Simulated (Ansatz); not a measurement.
**A run on TaN that went wrong**

Intended: TaN, PBE, plane waves and PAW in Ansatz. The input:

```yaml
crystal:
  lattice:
    - [3.0500010905, 0.0, 0.0]
    - [-1.5250005453, 2.641378426, 0.0]
    - [0.0, 0.0, 4.94]
  atoms:
    - { symbol: Ta, position: [0.3333333333, 0.6666666667, 0.0] }
    - { symbol: Ta, position: [0.6666666667, 0.3333333333, 0.5] }
    - { symbol: "N", position: [0.3333333333, 0.6666666667, 0.385] }
    - { symbol: "N", position: [0.6666666667, 0.3333333333, 0.885] }
basis:
  ecutwfc: 420
kpoints:
  mp_grid: { grid: [15, 15, 8] }
hamiltonian:
  xc: pbe
scf:
  occupations: { method: gaussian, width: 0.1 }
  max_iter: 2
  convergence: { accept_max_iter: true }
  initial_density: { chi_scale: 0, normalization: atom }
output:
  forces: true
  stress: true
  eigenvalues: true
```

From the log (HF is the Harris–Foulkes energy, dr2 the density residual in eV):

```text
Warning: output.stress: scf.convergence.accept_max_iter lets an SCF close with its threshold on dr2 unmet. What such a close leaves in the stress no threshold then bounds, and a free energy that looks settled does not show it. To mend it, remove scf.convergence.accept_max_iter
Pseudopotential: Ta, paw, valence charge 13, recommended cutoff 420 eV (normal)
Pseudopotential: N, paw, valence charge 5, recommended cutoff 420 eV (normal)
Crystal: 4 atoms, lattice volume = 39.798 Å³
Basis set: ecut = 420 eV, 785 PW (Γ), exchange–correlation on 48×48×72 points (8 copies of the dense FFT grid, shifted against one another)
Bands: 22, of which v1, the nominal top of the filled ones, is band 18 counted from 1 (17 counted from 0)
Symmetry: 12 space group operations
Space group: P63mc (ITA 186), of the structure as read, at distance tolerance 3.4e-5 Å
k-points: 135 of 1800 (time reversal used)
Initial density: superposition of atomic densities
SCF iter   1: HF=-20635.052335 eV  Δρ=2.09e-1  dr2=1.78e1
SCF iter   2: F=-20629.578865 eV  HF=-20630.232407 eV  Δρ=5.49e-2  dr2=1.15e0
stopped at the declared iteration budget: scf.max_iter = 2 spent with dr2 = 1.1e0 eV against the standard gate 1.0e-7 eV (scf.convergence.accept_max_iter; the run is reported unconverged — every observable carries the unconverged density's error)
SCF 1 stopped at its iteration budget after 2 iterations (unconverged): F = -20629.578865 eV  dr2 = 1.15e0
SCF stopped at the declared iteration budget after 2 iterations (unconverged)
Free energy (F): -20629.578865 eV
E sigma→0 (E₀):  -20629.575621 eV
Entropy (-TS):   -0.006489 eV (-1.622 meV/atom)
Fermi energy:    22.624726 eV
--- Forces (eV/Å), atoms counted from 1 ---
  atom   1  Ta    -0.00000000    -0.00000000     2.27846784
  atom   2  Ta     0.00000000     0.00000000     2.27846784
  atom   3  N      0.00000000    -0.00000000    -2.22322501
  atom   4  N      0.00000000     0.00000000    -2.22322501
--- Stress (GPa, compression-positive) ---
      144.404700       0.000000      -0.000000
       -0.000000     144.404700      -0.000000
        0.000000      -0.000000     119.350616
  P = ⅓ Tr σ = 136.0533 GPa (1360.533 kbar)
```

**Question.** Name the fault and the cure.

**Answer.** The fault is an unconverged density accepted at the iteration limit. The numbers come from a density that isn't self-consistent. The cure is a higher limit and no acceptance.

Mended input, as a difference (which also takes the starting density of the reference run):

```diff
 scf:
-  max_iter: 2
-  convergence: { accept_max_iter: true }
-  initial_density: { chi_scale: 0, normalization: atom }
```

Result of the mended run: no gap, a largest force of 2.356 eV/Å.

This wurtzite form isn't the usual stable structure of the compound.